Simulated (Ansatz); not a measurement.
# Pd, hcp: geometry optimisation

Computed with DFT, revPBE, plane waves (420 eV) with PAW, scalar-relativistic (Ansatz). (PAW data from PBE, frozen cores regenerated.)

k-point mesh 13×13×7, Fermi-Dirac smearing 0.05 eV, starting moments 0.50, -0.50 μB. Cell and atoms relax.

Starting structure:

```yaml
crystal:
  lattice:
    - [2.7505001182, 0.0, 0.0]
    - [-1.3752500591, 2.3820029755, 0.0]
    - [0.0, 0.0, 4.4915666931]
  atoms:
    - { symbol: Pd, position: [0.3333333333, 0.6666666667, 0.25], spin: 0.5 }
    - { symbol: Pd, position: [0.6666666667, 0.3333333333, 0.75], spin: -0.5 }
hamiltonian:
  xc: revpbe
  pseudopotentials:
    kind: paw
    azcp:
      Pd: "pseudopotentials/Pd.paw.azcp"
basis:
  ecutwfc: 420
  fft_grid_basis: typed
kpoints:
  mp_grid: { grid: [13, 13, 7], shift: [0, 0, 0] }
magnetization:
  spin_polarized: true
scf:
  occupations: { method: fermi_dirac, width: 0.05 }
relax:
  max_steps: 60
  f_tol: 0.01
  cell: {}
```

Task: What cell does the relaxation end in?

Result: P6_3/mmc with a = 2.786 Å, c = 4.679 Å (c/a = 1.679); 15.73 Å³ per atom against 14.71 at the start (6.9 %).

Task: How much energy does the relaxation gain?

Result: 38.5 meV per atom.

Path of the relaxation (the plane waves are chosen anew near the end, which can shift the energy a little):

```csv
step,E − E(final) (meV/atom),V (Å³/atom),P (GPa),max force (eV/Å)
0,38.54,14.714,12.08,0.000
1,13.49,16.405,-5.65,0.000
2,1.00,15.836,-1.01,0.000
3,0.41,15.715,0.12,0.000
4,0.35,15.719,0.09,0.000
5,0.34,15.728,0.00,0.000
6,0.00,15.728,-0.03,0.000
```

Task: Which magnetic state does it end in?

Result: non-magnetic.
